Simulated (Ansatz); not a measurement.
# Cd2HgTe3: the cost of one run

Program: Ansatz 0.2.0. Level of theory: DFT PBE, scalar-relativistic, plane waves, PAW. These are calculated values, not measurements.

**1. The starting structure**

Symmetry: I4/mmm, No. 139, tetragonal system. The conventional cell has a = 4.384 Å, b = 4.384 Å, c = 18.600 Å, α = 90.00°, β = 90.00°, γ = 90.00°. Cd (site symmetry 4mm) is surrounded by 6 Te at 3.10 Å. Hg (site symmetry 4/mmm) is surrounded by 6 Te at 3.10 Å. Around Te (site symmetry 4mm) lie 5 Cd at 3.10 Å and 1 Hg at 3.10 Å. Around Te (site symmetry 4/mmm) lie 4 Hg at 3.10 Å and 2 Cd at 3.10 Å.

Structure file:

```cif
data_structure
_symmetry_space_group_name_H-M 'P 1'
_symmetry_Int_Tables_number 1
_cell_length_a 9.8029
_cell_length_b 9.8029
_cell_length_c 9.8029
_cell_angle_alpha 154.158
_cell_angle_beta 154.158
_cell_angle_gamma 36.870
_cell_volume 178.74
loop_
_atom_site_label
_atom_site_type_symbol
_atom_site_fract_x
_atom_site_fract_y
_atom_site_fract_z
_atom_site_occupancy
Cd1 Cd 0.66667 0.66667 0.00000 1
Cd2 Cd 0.33333 0.33333 0.00000 1
Hg1 Hg 0.00000 0.00000 0.00000 1
Te1 Te 0.16667 0.16667 0.00000 1
Te2 Te 0.83333 0.83333 0.00000 1
Te3 Te 0.50000 0.50000 0.00000 1
```

The start is an ordering of an alloy on its end members' structure types: elements ordered on the sites of the HgTe type, Cd/Hg on Hg (I4/mmm, No. 139).

**2. Probe: one point on a coarse mesh**

Contents of input.yaml:

```yaml
crystal:
  lattice:
    - [-2.19198731, 2.19198731, 9.29981454]
    - [2.19198731, -2.19198731, 9.29981454]
    - [2.19198731, 2.19198731, -9.29981454]
  atoms:
    - { symbol: Cd, position: [0.66666667, 0.66666667, 0.0] }
    - { symbol: Cd, position: [0.33333333, 0.33333333, 0.0] }
    - { symbol: Hg, position: [0.0, 0.0, 0.0] }
    - { symbol: Te, position: [0.16666667, 0.16666667, 0.0] }
    - { symbol: Te, position: [0.83333333, 0.83333333, 0.0] }
    - { symbol: Te, position: [0.5, 0.5, 0.0] }
basis:
  ecutwfc: 420
kpoints:
  mp_grid: { grid: [6, 6, 6] }
hamiltonian:
  xc: pbe
scf:
  occupations: { method: gaussian, width: 0.1 }
  lower_state_search: "off"
output:
  forces: true
  stress: true
  eigenvalues: true
```

The run is started by

```
$ ansatz run input.yaml --threads 1 --pin off --max-ram 2560MiB --backend cpu --events-out ev --progress --plain --runs-dir out
```

What time and memory should one allow on 1 thread of Intel Xeon at 2.50GHz (Skylake/Cascade Lake), shared host?

About 42 s, with a peak of 0.6 GiB.
